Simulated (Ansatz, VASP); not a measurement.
Given: the input of a run of Ansatz 0.2.0 on KBr. 

Contents of input.yaml:

```yaml
crystal:
  lattice:
    - [0.0, 3.3, 3.3]
    - [3.3, 0.0, 3.3]
    - [3.3, 3.3, 0.0]
  atoms:
    - { symbol: Br, position: [0.5, 0.5, 0.5] }
    - { symbol: K, position: [0.0, 0.0, 0.0] }
hamiltonian:
  xc: pbe
  pseudopotentials: { kind: paw }
kpoints:
  mp_grid: { grid: [7, 7, 7] }
scf:
  occupations: { method: fermi_dirac, width: 0.05 }
output:
  forces: true
  stress: true
  write_density: true
  write_potential: true
  elf: true
  volumetric_format: npy
relax:
  f_tol: 0.01
  max_steps: 40
  cell: { stress_tol: 0.05 }
```

Potentials or basis: Ansatz PAW.

The run is started by

```console
$ ansatz run input.yaml --threads 2 --pin off --max-ram 5632MiB --backend cpu --events-out ev --progress --plain --runs-dir out
```

Q: What does the same run look like in VASP 6.6.1? Potentials or basis there: PBE PAW files Br, K_sv, 600 eV.

A: As run (cutoffs and basis follow the program's own potentials, and thresholds, step limits or extra output files can differ):

The input INCAR:

```
PREC = Accurate ; ENCUT = 600
EDIFF = 1E-6 ; ISMEAR = -1
SIGMA = 0.05 ; LREAL = False
LASPH = True ; NELM = 100
ALGO = Normal ; ISIF = 3
LWAVE = False ; LCHARG = False
GGA = PE ; IBRION = 2
NSW = 40 ; EDIFFG = -0.005
```

Contents of KPOINTS:

```
regular mesh
0
Gamma
  7 7 7
```

Contents of POSCAR:

```
KBr
1.0
    0.0000000000      3.3000000000      3.3000000000
    3.3000000000      0.0000000000      3.3000000000
    3.3000000000      3.3000000000      0.0000000000
Br K
1 1
Direct
    0.5000000000      0.5000000000      0.5000000000
    0.0000000000      0.0000000000      0.0000000000
```

Potentials or basis: VASP PAW PBE potentials, release 64 (Br, K_sv).

Launch:

```bash
$ cat potpaw_PBE.64/Br/POTCAR potpaw_PBE.64/K_sv/POTCAR > POTCAR
$ mpirun -np 1 vasp_std > vasp.out
```

Both were run:

|  | Ansatz | VASP |
| --- | --- | --- |
| Relaxed volume | 37.61 Å³/atom | 37.75 Å³/atom |
| Relaxed cell | a = 4.738 Å, b = 4.738 Å, c = 4.738 Å, α = 60.00°, β = 60.00°, γ = 60.00° | a = 4.744 Å, b = 4.744 Å, c = 4.744 Å, α = 60.00°, β = 60.00°, γ = 60.00° |
| Space group after relaxing | Fm-3m (No. 225) | Fm-3m (No. 225) |
| Pressure after relaxing | 0.0 GPa | 0.0 GPa |

Ansatz's pressure holds a Pulay term of +0.01 GPa for its cutoff of 420 eV, which the other run lacks.

Where Ansatz's input types no cutoff or centring, it takes its own default and a Γ-centred mesh.

Pressure is positive in compression.
